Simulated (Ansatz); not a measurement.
CoPt (CuAu type, space group P4/mmm)

```xyz
2
Lattice="2.6763 0.0000 0.0000 0.0000 2.6763 0.0000 0.0000 0.0000 3.7275" Properties=species:S:1:pos:R:3 pbc="T T T"
Co     1.3382     1.3382     1.8638
Pt     0.0000     0.0000     0.0000
```

The slice is a (010) plane (indices of the conventional cell) through the point (0.000, 0.000, 0.000) (fractional), spanned by u = [100] and v = [001] in vectors of this cell: u (2.68 Å) and v (3.73 Å, at 90° to u). It covers one period; positions are fractions (u, v).

Method: r2SCAN (plane waves to 500 eV, PAW, scalar-relativistic; Ansatz, a quantum-chemistry and plane-wave program). k mesh 17×17×13. Inside the PAW spheres the values are not all-electron values, and peaks at nuclei hang on which shells count as valence. CoPt was relaxed with its symmetry unable to fall. Relaxed CoPt ends ferromagnetic. Spin-orbit coupling is left out, though Pt is heavy. The magnetic order is the one the run started from; other orders were not tried.

What is the ELF at the midpoint of the shortest Pt–Pt line in this plane (2.68 Å)?

0.3.

What is the valence density on the shortest Pt–Pt line in this plane (2.68 Å), at its midpoint?

0.46 e/Å³.

Sketch the ELF of the down spins on this plane as a map.


```
|xxxxxxxxxx%%**--..  ..::::..  ..--**%%xxxxxxxx|
|xxxxxxxx@@##++::..  ..::::..  ..::++##@@xxxxxx|
|xxxxxxxx%%**==::    ..::::..    ::==**%%xxxxxx|
|xxxx@@@@##++--..    ..::::..    ..--++##@@@@xx|
|@@@@%%##**==::..  ..::----::..  ..::==**##%%@@|
|####**++==::..  ....::----::....  ..::==++**##|
|++++==--::........::--------::........::--==++|
|----::::......::::----====----::::......::::--|
|............::::----========----::::..........|
|..........::::----============----::::........|
|........::::----------====----------::::......|
|........::::::--------------------::::::......|
|    ......::::::----------------::::::......  |
|        ....::::::::--------::::::::....      |
|          ....::::::--------::::::....        |
|          ......::::--------::::......        |
|          ....::::::--------::::::....        |
|        ....::::::::--------::::::::....      |
|    ......::::::----------------::::::......  |
|........::::::--------------------::::::......|
|........::::----------====----------::::......|
|..........::::----============----::::........|
|............::::----========----::::..........|
|----::::......::::----====----::::......::::--|
|++++==--::........::--------::........::--==++|
|####**++==::..  ....::----::....  ..::==++**##|
|@@@@%%##**==::..  ..::----::..  ..::==**##%%@@|
|xxxx@@@@##++--..    ..::::..    ..--++##@@@@xx|
|xxxxxxxx%%**==::    ..::::..    ::==**%%xxxxxx|
|xxxxxxxx@@##++::..  ..::::..  ..::++##@@xxxxxx|
|xxxxxxxxxx%%**--..  ..::::..  ..--**%%xxxxxxxx|
|xxxxxxxxxx%%**--..  ..::::..  ..--**%%xxxxxxxx|
```
Scale: ten equal steps from 0.23 (start of ' ') to 0.65 (end of '@'), in the order ' .:-=+*#%@'. Values: ELF of the down spins. The map has 23 points along u (two characters each, u = 0 at the left) and 32 along v (v = 0 in the bottom row). Points within 0.5 Å of a nucleus are blanked (x), as the pseudised field means little there.
